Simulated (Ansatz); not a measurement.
**TiAl under changes of volume**

One of the cells (16.653 Å³/atom); the others are scaled copies at fixed shape and fractional positions:

```
CELL_PARAMETERS angstrom
2.86726 0.00000 0.00000
-1.43363 2.48312 0.00000
0.00000 0.00000 4.67808
ATOMIC_POSITIONS crystal
Ti 0.00000 0.00000 0.00000
Al 0.33333 0.66667 0.50000
```

The cell comes from a database or a generator and needn't be the stable form of this composition.

| Property | Result |
| --- | --- |
| Program | Ansatz 0.2.0 |
| Functional | PBEsol |
| Potentials or basis | Ansatz PAW |
| Cutoff | 420 eV (not typed: the program's choice for these potentials) |
| k mesh | 11 × 11 × 6 |
| Occupations | fermi-dirac, width 0.05 eV |
| Spin | no spin polarisation |

```csv
volume (Å³/atom),energy over the lowest point (meV/atom),pressure (GPa)
15.654,6.57,4.2
15.987,0.74,1.6
16.320,0.00,-0.7
16.653,?,?
16.986,11.93,-4.8
17.320,23.77,-6.5
17.653,39.06,-8.1
```

What does the run at 16.653 Å³/atom give?

Energy over the lowest point 3.87 meV/atom; pressure -2.8 GPa.

Worked out: A Birch-Murnaghan fit of order 3 (a polynomial in V^(-2/3)) to the other rows has its minimum at 16.20 Å³/atom with B0 = V·E''(V) = 112 GPa and B' = 3.8 at fixed shape and positions, which overstates the stiffness. It gives 3.87 meV/atom at 16.653 Å³/atom, against the run's 3.87, and -dE/dV = -2.9 GPa, against -2.8.

Energies are extrapolated to zero smearing.

Caveats: the PAW data sets come from PBE, with cores solved anew for the run's functional, which leaves a small shift of forces and pressure.
